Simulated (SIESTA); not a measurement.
**CdO (Monteponite) under changes of volume**

One of the cells (12.970 Å³/atom); the others are scaled copies at fixed shape and fractional positions:

```
Cd O
1.0
     0.00000    2.34950    2.34950
     2.34950    0.00000    2.34950
     2.34950    2.34950    0.00000
Cd O
1 1
Direct
  0.00000 0.00000 0.00000
  0.50000 0.50000 0.50000
```

| Property | Result |
| --- | --- |
| Program | SIESTA 5.4.2 |
| Functional | vdW-DF-cx |
| Potentials or basis | PseudoDojo 0.4 standard (PBE files) |
| Basis | DZP (energy shift 0.002 Ry) |
| Grid cutoff | 800 Ry |
| Energy shift | 0.002 Ry |
| k mesh | 10 × 10 × 10 |
| Occupations | fermi-dirac, width 0.05 eV |
| Spin | no spin polarisation |

```csv
volume (Å³/atom),energy over the lowest point (meV/atom),pressure (GPa)
12.191,33.54,12.5
12.451,16.62,8.6
12.710,5.68,5.0
12.970,?,?
13.229,0.00,-1.1
13.488,3.89,-3.7
13.748,11.88,-6.1
```

Question: What does the run at 12.970 Å³/atom give?

Answer: Energy over the lowest point 0.41 meV/atom; pressure 1.7 GPa.

Worked out: A Birch-Murnaghan fit of order 3 (a polynomial in V^(-2/3)) to the other rows has its minimum at 13.12 Å³/atom with B0 = V·E''(V) = 144 GPa and B' = 4.5. It gives 0.38 meV/atom at 12.970 Å³/atom, against the run's 0.41, and -dE/dV = 1.7 GPa, against 1.7.

Energies are extrapolated to zero smearing.

Caveats: semicore shells carry a single zeta, which can move pressures by several GPa and volumes by a few percent; the potentials were made for another functional, which shifts forces and pressure; the basis of atomic orbitals isn't converged, which shifts pressures, moduli and gaps.
